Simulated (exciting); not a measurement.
**Ge: single point with PBE**

Crystal: Ge.

```xyz
2
Lattice="-2.4959 2.6509 1.4369 2.4959 -2.6509 1.4369 2.4959 2.6509 -1.4369" Properties=species:S:1:pos:R:3 pbc="T T T"
Ge    2.4959   -1.3254    1.2529
Ge    0.0000    3.9763    0.1841
```

This isn't the form of Ge at room conditions, which is diamond.

* Program: exciting (release sodium)
* Task: single point
* Functional: PBE
* Potentials or basis: all-electron LAPW+lo, shipped species files, valence relativity iora*
* rgkmax: 9
* k mesh: 11 × 11 × 11
* Occupations: gaussian, width 0.02 eV
* Spin: no spin polarisation
* outputlevel: high
* gmaxvr (cutoff of density and potential): 14 1/bohr
* lmaxapw (and lmaxmat): 10
* lmaxvr: 8
* nempty: 10
* Valence relativity: iora*
* epsengy: 1e-05 Ha
* epspot: 1e-05 Ha
* maxscl: 60
* Muffin-tin radii: Ge 2.0 bohr

```yaml
Largest_force: 0.061 eV/Å
Band_gap_on_the_k_mesh: none (metal or under the smearing width)
All_electrons_inside_the_program's_atomic_spheres: Ge 29.47 (radii Ge 2.0 bohr)
```

Forces in eV/Å, atoms in the order of the input:
```
Ge   0.000  0.000 -0.061
Ge   0.000  0.000  0.061
```

Levels at points of the mesh, in eV from the Fermi level:
```
           k point  band 12  band 13  band 14  band 15  band 16  band 17
(0.00, 0.00, 0.00)    -3.84    -2.37    -1.93     3.45     6.93     7.15
```

Wall time 15 min on 1 thread of Arm Neoverse V2, on a shared host, peak memory 0.15 GiB.
